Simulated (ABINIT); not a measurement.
Li:

```
Li
1.0
    -1.75465    1.75465    1.75465
     1.75465   -1.75465    1.75465
     1.75465    1.75465   -1.75465
Li
1
Cartesian
  0.0000 0.0000 0.0000
```

Base run:

| Property | Result |
| --- | --- |
| Program | ABINIT 10.8.3 (patched build) |
| Functional | r2SCAN |
| Potentials or basis | SG15 NC PBE v1.2 |
| Cutoff | 1197 eV |
| k mesh | 11 × 11 × 11 |
| Occupations | fermi-dirac, width 0.05 eV |
| Spin | no spin polarisation |

Its results: band gap on the k mesh none (metal or under the smearing width); pressure -0.2 GPa.

Question: After a change of settings the same cell gave: band gap on the k mesh none (metal or under the smearing width); pressure -0.7 GPa. Which change was it?
A. potentials or basis from SG15 NC PBE v1.2 to JTH PAW PBE v2.0; cutoff from 1197 eV to 490 eV
B. functional from r2SCAN to LDA-PZ; potentials or basis from SG15 NC PBE v1.2 to JTH PAW LDA v2.0; cutoff from 1197 eV to 408 eV
C. functional from r2SCAN to LDA; potentials or basis from SG15 NC PBE v1.2 to PseudoDojo NC SR LDA v0.4.1 standard; cutoff from 1197 eV to 1007 eV

Answer: A.

Caveats: the potentials were made for another functional, which shifts forces and pressure (some runs); the PAW data sets were made with another functional, which shifts forces and pressure a little (some runs).
